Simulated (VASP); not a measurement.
Wanted: the native input for a VASP 6.6.1 run.

```yaml
Task: density of states
Functional: PBE
Potentials_or_basis: VASP PAW PBE potentials, release 64 (Nb_sv, Si)
Cutoff: 520 eV
k_mesh: 14 × 14 × 14
Occupations: fermi-dirac, width 0.05 eV
Spin: no spin polarisation
Dipole_correction: no
k_mesh_for_the_DOS: 21 × 21 × 21
Occupations_for_the_DOS: tetrahedron
Further_INCAR_settings: ALGO = Normal; EDIFF = 1e-06; NBANDS = 16
```

Crystal: NbSi.

```
Nb Si
1.0
     0.00000    2.57365    2.57365
     2.57365    0.00000    2.57365
     2.57365    2.57365    0.00000
Nb Si
1 1
Direct
  0.00000 0.00000 0.00000
  0.50000 0.50000 0.50000
```

The cell comes from a database or a generator and needn't be the stable form of this composition.

One way to write it, as run:

POSCAR

```
NbSi
1.0
    0.0000000000      2.5736511627      2.5736511627
    2.5736511627      0.0000000000      2.5736511627
    2.5736511627      2.5736511627      0.0000000000
Nb Si
1 1
Direct
    0.0000000000      0.0000000000      0.0000000000
    0.5000000000      0.5000000000      0.5000000000
```

INCAR.step1

```
ALGO = Normal ; EDIFF = 1E-6
ENCUT = 520 ; GGA = PE
ISIF = 2 ; ISMEAR = -1
LASPH = T ; LCHARG = T
LMAXMIX = 4 ; LREAL = F
LWAVE = F ; NBANDS = 16
NELM = 100 ; PREC = Accurate
SIGMA = 0.05
```

KPOINTS.step1

```
k-points
0
Gamma
  14 14 14
```

INCAR.step2

```
ALGO = Normal ; EDIFF = 1E-6
ENCUT = 520 ; GGA = PE
ICHARG = 11 ; ISIF = 2
ISMEAR = -5 ; LASPH = T
LCHARG = F ; LMAXMIX = 4
LORBIT = 10 ; LREAL = F
LWAVE = F ; NBANDS = 16
NEDOS = 1001 ; NELM = 100
PREC = Accurate ; SIGMA = 0.05
```

KPOINTS.step2

```
k-points
0
Gamma
  21 21 21
```

Potentials or basis: VASP PAW PBE potentials, release 64 (Nb_sv, Si).

Run with:

```sh
$ cat potpaw_PBE.64/Nb_sv/POTCAR potpaw_PBE.64/Si/POTCAR > POTCAR
$ cp INCAR.step1 INCAR
$ cp KPOINTS.step1 KPOINTS
$ mpirun -np 1 vasp_std > vasp.out
$ cp INCAR.step2 INCAR
$ cp KPOINTS.step2 KPOINTS
$ mpirun -np 1 vasp_std > vasp.out
```

It gave:

| Property | Result |
| --- | --- |
| Valence electrons inside the program's atomic spheres | Nb 10.68; Si 1.75 |

Wall time 89 s on 1 thread of AMD EPYC 9R45 96-Core Processor (Zen 5), on a shared host, peak memory 0.24 GiB.
